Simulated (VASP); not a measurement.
Here is a VASP 6.6.1 calculation.

File INCAR:

```
SYSTEM = LiF
ALGO     = Normal         ! electronic algorithm
EDIFF    = 1E-6           ! SCF threshold, eV
EDIFFG   = -0.01          ! ionic threshold
ENCUT    = 600            ! plane-wave cutoff, eV
GGA      = PS             ! functional
IBRION   = 2              ! ionic algorithm
ISIF     = 3              ! what is computed and relaxed
ISMEAR   = 0              ! smearing method
KPAR     = 4            
LASPH    = .True.         ! aspherical terms in the spheres
LCHARG   = .False.        ! write CHGCAR
LREAL    = .False.        ! projectors in reciprocal space
LWAVE    = .False.        ! write WAVECAR
NELM     = 80             ! most SCF steps
NSW      = 90             ! ionic steps
PREC     = Accurate       ! precision mode
SIGMA    = 0.03           ! smearing width, eV
```

File KPOINTS:

```
k-points
0
Gamma
  12 12 12
  0 0 0
```

Contents of POSCAR:

```
LiF
1.0
    0.0000000000      2.0140000000      2.0140000000
    2.0140000000      0.0000000000      2.0140000000
    2.0140000000      2.0140000000      0.0000000000
Li F
1 1
Direct
    0.0000000000      0.0000000000      0.0000000000
    0.5000000000      0.5000000000      0.5000000000
```

Potentials or basis: VASP PAW PBE potentials, release 64 (Li_sv, F).

Run with:

```bash
$ cat potpaw_PBE.64/Li_sv/POTCAR potpaw_PBE.64/F/POTCAR > POTCAR
$ mpirun -np 4 vasp_std > vasp.out
```

Q: Predict the band gap on the k mesh.

A: 9.12 eV, direct.

Q: What does it give for the relaxed cell?

A: a = 2.826 Å, b = 2.826 Å, c = 2.826 Å, α = 60.00°, β = 60.00°, γ = 60.00°.

Q: What does it give for the space group after relaxing (to 0.05 Å)?

A: Fm-3m (No. 225).

The path:
```tsv
step	energy change (eV)	largest force (eV/Å)	pressure (GPa)	volume (Å³)
1	0.0000	0.0000	-1.55	16.34
2	-0.0014	0.0000	-0.80	16.15
3	-0.0018	0.0000	-0.20	16.01
4	-0.0019	0.0000	0.03	15.96
```

Caveat: the cutoff is under 1.25 times the usual one of these potentials, so pressure, stress and relaxed cells hold a basis-set (Pulay) error; the PAW data sets were made with another functional, which shifts forces and pressure a little. A hybrid or GW would open this gap; PBEsol tends to underestimate it.
